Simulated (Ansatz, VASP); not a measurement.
**GePt in VASP and in Ansatz**

Contents of INCAR:

```
SYSTEM = GePt
PREC = Accurate ; ENCUT = 520
EDIFF = 1E-7 ; ISMEAR = 0
SIGMA = 0.1 ; LREAL = .FALSE.
LASPH = .TRUE. ; NELM = 100
ALGO = Fast ; ISIF = 2
LWAVE = .FALSE. ; LCHARG = .FALSE.
GGA = PE ; NBANDS = 58
```

File KPOINTS:

```
Automatic mesh
0
G
  4 6 4
  0 0 0
```

POSCAR

```
GePt
1.0
    5.7560124400      0.0000000000      0.0000000000
    0.0000000000      3.7300317300      0.0000000000
    0.0000000000      0.0000000000      6.1115636800
Ge Pt
4 4
Direct
    0.8139321800      0.7500000000      0.5880128700
    0.1860678300      0.2500000000      0.4119871300
    0.3139321500      0.7500000000      0.9119871300
    0.6860678200      0.2500000000      0.0880128600
    0.0018518400      0.7500000000      0.1927088600
    0.9981481400      0.2500000000      0.8072911500
    0.5018518600      0.7500000000      0.3072911500
    0.4981481700      0.2500000000      0.6927088500
```

Input for Ansatz:

```yaml
crystal:
  lattice:
    - [5.75601244, 0.0, 0.0]
    - [0.0, 3.73003173, 0.0]
    - [0.0, 0.0, 6.11156368]
  atoms:
    - { symbol: Ge, position: [0.81393218, 0.75, 0.58801287] }
    - { symbol: Ge, position: [0.18606783, 0.25, 0.41198713] }
    - { symbol: Ge, position: [0.31393215, 0.75, 0.91198713] }
    - { symbol: Ge, position: [0.68606782, 0.25, 0.08801286] }
    - { symbol: Pt, position: [0.00185184, 0.75, 0.19270886] }
    - { symbol: Pt, position: [0.99814814, 0.25, 0.80729115] }
    - { symbol: Pt, position: [0.50185186, 0.75, 0.30729115] }
    - { symbol: Pt, position: [0.49814817, 0.25, 0.69270885] }
basis:
  ecutwfc: 420
kpoints:
  mp_grid: { grid: [4, 6, 4] }
hamiltonian:
  xc: pbe
scf:
  occupations: { method: gaussian, width: 0.1 }
output:
  forces: true
  stress: true
  eigenvalues: true
```

The cell is a database's computed one.

Alike in both runs: task single point; functional PBE; k mesh 4 × 6 × 4; occupations gaussian, width 0.1 eV; no spin polarisation.

|  | VASP | Ansatz |
| --- | --- | --- |
| version | VASP 6.6.1 | Ansatz 0.2.0 |
| potentials or method | VASP PAW PBE potentials, release 64 (Ge_d, Pt) | scalar-relativistic, plane waves, PAW |
| plane-wave cutoff (eV) | 520 | 420 |
| valence electrons in the cell | 96 | 128 |

Ansatz gave:

| Quantity | Value |
| --- | --- |
| gap on the k mesh at the Fermi level (eV) | none |
| pressure (GPa) | 4.8 |
| largest component of the traceless stress (GPa) | 0.74 |
| rms of the force components (eV/Å) | 0.061 |

Task: What did VASP give for the same quantities?

Result: gap on the k mesh at the Fermi level (eV): none; pressure (GPa): 4.8; largest component of the traceless stress (GPa): 0.74; rms of the force components (eV/Å): 0.063.

Atom by atom the forces differ by 0.002 eV/Å (rms over components). A gap of «none» marks a metal or a gap that the smearing closes. The two sets of potentials don't hold the same shells in valence.

The runs have no spin-orbit coupling, so splittings on Pt are missing.
